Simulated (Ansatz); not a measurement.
(111) slab cut from the bulk of Ge, 15 Å of vacuum:

```
CELL_PARAMETERS angstrom
4.07369 0.00000 0.00000
-2.03685 3.52792 0.00000
0.00000 0.00000 25.81000
ATOMIC_POSITIONS crystal
Ge 0.33333 0.66667 0.29059
Ge 0.00000 0.00000 0.32280
Ge 0.00000 0.00000 0.41946
Ge 0.66667 0.33333 0.45167
Ge 0.66667 0.33333 0.54833
Ge 0.33333 0.66667 0.58054
Ge 0.33333 0.66667 0.67720
Ge 0.00000 0.00000 0.70941
```

Theory: DFT PBE, scalar-relativistic, plane waves, PAW (Ansatz 0.2.0). Cutoff 420 eV; k points 9×9×1 on the computed 8-atom cell (Γ-centred); Gaussian smearing, width 0.10 eV; no spin polarisation. The cell repeats along c with a dipole correction in the vacuum.

This base run converges in 10 iterations with a largest force of 0.372 eV/Å and a work function of 4.66 eV on the top face.

One setting at a time is then changed, some of them on purpose to poor values; changes count from the base run, energies are extrapolated to zero smearing, γ keeps the base's bulk energy, atoms stay where they are, a change of functional drops any dispersion correction, and risky runs are capped at 50 to 100 iterations.

(1) What happens with vacuum of 7 Å?

(2) What happens with k mesh 1×9×1?

(3) What happens with field of 0.6 V/Å along c?

(4) What happens with functional r2SCAN (500 eV)?

(5) What happens with occupations fermi-dirac 0.025 eV?

The smearing is narrow for a metal on this mesh. In some of the runs (vacuum 7) charge leaks into the vacuum, so their work functions can be off.

## Answers

(1) It converges in 10 iterations; ΔE (meV/atom) +0.5, Δγ (J/m²) +0.002, Δφ top (eV) -0.09, largest force (eV/Å) 0.372, largest change of a force (eV/Å) 0.012.

(2) It converges in 9 iterations; ΔE (meV/atom) +1301.5, Δγ (J/m²) +5.804, Δφ top (eV) +0.02, largest force (eV/Å) 0.366, largest change of a force (eV/Å) 0.446.

(3) It converges in 15 iterations; ΔE (meV/atom) -24.7, largest force (eV/Å) 0.434, largest change of a force (eV/Å) 0.073.

(4) It converges in 10 iterations; Δφ top (eV) +0.19, largest force (eV/Å) 0.424, largest change of a force (eV/Å) 0.274.

(5) It converges in 10 iterations; ΔE (meV/atom) +0.3, Δγ (J/m²) +0.001, Δφ top (eV) 0.00, largest force (eV/Å) 0.394, largest change of a force (eV/Å) 0.027.

Cost: 9 runs of about 6.4 core-minutes in all, on Arm Neoverse V1 (shared hosts).